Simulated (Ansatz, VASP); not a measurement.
**Sb in VASP and in Ansatz**

INCAR

```
SYSTEM = Sb
PREC = Accurate
ENCUT = 520
EDIFF = 1E-8
ISMEAR = -1
SIGMA = 0.03
LREAL = .FALSE.
LASPH = .TRUE.
NELM = 150
ALGO = Normal
ISIF = 2
LWAVE = .FALSE.
LCHARG = .FALSE.
MAGMOM = 0 0 0
LORBIT = 11
LSORBIT = .TRUE.
GGA_COMPAT = .FALSE.
LORBMOM = .TRUE.
GGA = PE
LEFG = .TRUE.
NBANDS = 16
```

Contents of KPOINTS:

```
regular mesh
0
G
  14 14 14
  0 0 0
```

POSCAR

```
Sb
1.0
    0.0000000000      2.3050000000      2.3050000000
    2.3050000000      0.0000000000      2.3050000000
    2.3050000000      2.3050000000      0.0000000000
Sb
1
Direct
    0.0000000000      0.0000000000      0.0000000000
```

Input for Ansatz:

```yaml
crystal:
  lattice:
    - [0.0, 2.305, 2.305]
    - [2.305, 0.0, 2.305]
    - [2.305, 2.305, 0.0]
  atoms:
    - { symbol: Sb, position: [0.0, 0.0, 0.0] }
kpoints:
  mp_grid: { grid: [14, 14, 14] }
  band_path:
    path:
      - [0.0, 0.0, 0.0]
      - [0.5, 0.0, 0.5]
      - [0.625, 0.25, 0.625]
      - [0.375, 0.375, 0.75]
      - [0.0, 0.0, 0.0]
      - [0.5, 0.5, 0.5]
      - [0.5, 0.25, 0.75]
      - [0.5, 0.0, 0.5]
    npoints: 5
scf:
  occupations: { method: fermi_dirac, width: 0.03 }
hamiltonian:
  xc: pbe
  pseudopotentials: { kind: paw_fr }
output:
  forces: true
  stress: true
  eigenvalues: true
  efg: { contact_densities: true }
magnetization:
  noncollinear: true
  spin_orbit: true
```

Alike in both runs: task electric field gradients; functional PBE; k mesh 14 × 14 × 14; occupations fermi-dirac, width 0.03 eV; non-collinear spin, spin-orbit coupling.

|  | VASP | Ansatz |
| --- | --- | --- |
| version | VASP 6.6.1 | Ansatz 0.2.0 |
| potentials or method | VASP PAW PBE potentials, release 64 (Sb) | PAW with Ansatz's default frozen-core files, fully relativistic files with spin-orbit coupling |
| plane-wave cutoff (eV) | 520 | 420 |
| valence electrons in the cell | 5 | 15 |

```csv
,VASP,Ansatz,Ansatz less VASP
pressure (GPa),8.7,8.8,+0.12
net moment per atom (μB),0.00,0.00,0.000
Vzz of the field gradient on the site that differs most (V/Å²),0.0,0.0,0.00
```

The two sets of potentials don't hold the same shells in valence.
